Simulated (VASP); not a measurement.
**Te: equilibrium volume by level of theory**

Symmetry: P3_121, No. 152, trigonal system. The conventional cell has a = 4.454 Å, b = 4.454 Å, c = 5.924 Å, α = 90.00°, β = 90.00°, γ = 120.00°. Around Te (site symmetry 2) lie 2 Te at 2.86 Å.

```tsv
rung	level	program and potentials	cutoff (eV)	k mesh	smearing	equilibrium volume (Å³/atom)	notes
LDA	LDA	VASP, LDA PAW files Te, 600 eV	600	9 × 9 × 5	gaussian 0.03	31.34	-
GGA	PBE	VASP, PBE PAW files Te, 600 eV	600	9 × 9 × 5	gaussian 0.03	35.11	-
GGA + dispersion	PBE+D3(BJ)	VASP, PBE PAW files Te, 600 eV	600	9 × 9 × 5	gaussian 0.03	32.06	-
GGA	PBEsol	VASP, PBE PAW files Te, 600 eV	600	9 × 9 × 5	gaussian 0.03	(a)	potentials made for PBE
meta-GGA	r2SCAN	VASP, PBE PAW files Te, 600 eV	600	9 × 9 × 5	gaussian 0.03	36.23	potentials made for PBE
```

Task: relaxation of cell and atoms. All rows: no spin polarisation. Smearing widths are in eV. Meshes are those of the run's cell of 3 atoms unless a note names another. Relaxations start from the cell shown or near it and stop with a little pressure left. Runs on faulty files, with rough fits or with known faults for this quantity aren't shown. No row holds spin-orbit coupling.

Task: Estimate the value left out from the other rows.

Result: (a) 32.05 Å³/atom.
